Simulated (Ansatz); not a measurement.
TiCo:

```
Co Ti
1.0
     2.98611    0.00000    0.00000
     0.00000    2.98611    0.00000
     0.00000    0.00000    2.98611
Co Ti
1 1
Direct
  0.50000 0.50000 0.50000
  0.00000 0.00000 0.00000
```

The cell comes from a database or a generator and needn't be the stable form of this composition.

Program: Ansatz 0.2.0. Alike in all runs: potentials or basis Ansatz PAW; spin collinear, ferromagnetic start; cell as given; k mesh 5 × 5 × 5; smearing fermi-dirac 0.05 eV; the mesh is coarse, so values aren't converged.

Order these runs on this cell by their pressure, lowest first.
A. level HSEsol; cutoff (eV) 420; points for each segment of the path 4
B. level PBE0; cutoff (eV) 420
C. level r2SCANh; cutoff (eV) 500
D. level r2SCAN50; cutoff (eV) 500

A (0.0 GPa), C (3.7 GPa), B (5.5 GPa), D (9.4 GPa).

Caveats: all runs use coarse meshes; the magnetic or orbital state may not be the lowest; the PAW data sets come from PBE, with cores solved anew for the run's functional, which leaves a small shift of forces and pressure; the starting moments weren't kept; the thresholds are loose for stress.
